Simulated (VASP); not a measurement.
Runs of VASP 6.6.1 on Ta. Symmetry: P6_3/mmc, No. 194, hexagonal system. The conventional cell has a = 2.942 Å, b = 2.942 Å, c = 4.804 Å, α = 90.00°, β = 90.00°, γ = 120.00°. Around Ta (site symmetry -6m2) lie 12 Ta at 2.94 Å. This isn't the form of Ta at room conditions, which is bcc.

```csv
task,level,potentials or basis,cell,k mesh,cutoff (eV),mesh quality,gap on the mesh (eV),pressure (GPa),relaxed volume (Å³/atom)
relaxation of cell and atoms,PBEsol,"VASP PAW PBE potentials, release 64 (Ta_pv)",relaxed,18 × 18 × 10,300,not flagged,none,0.0,18.07
relaxation of cell and atoms,PBEsol,"VASP PAW PBE potentials, release 64 (Ta)",relaxed,18 × 18 × 10,580,not flagged,none,0.0,17.99
relaxation of cell and atoms,PBEsol,"VASP PAW PBE potentials, release 64 (Ta_pv)",relaxed,6 × 6 × 4,600,coarse,none,0.0,18.04
relaxation of cell and atoms,LDA,"VASP PAW LDA potentials, release 64 (Ta_pv)",relaxed,18 × 18 × 10,600,not flagged,none,0.0,(a)
single point,PBEsol,"VASP PAW PBE potentials, release 64 (Ta_pv)",as given,18 × 18 × 10,520,not flagged,none,(b),-
```

Alike in all rows: no spin polarisation; smearing gaussian 0.1 eV.

Problem. Fill in the values left out.

Solution. (a) 17.74; (b) 1.2.

Caveats: some runs use coarse meshes; the PAW data sets were made with another functional, which shifts forces and pressure a little (some runs).

A k mesh can miss the band edges, and the runs leave out spin-orbit coupling on Ta.

A gap of «none» marks a metal or a gap under the smearing width.

The runs don't all hold the same shells in valence.

Runs at the PBE level aren't shown here.
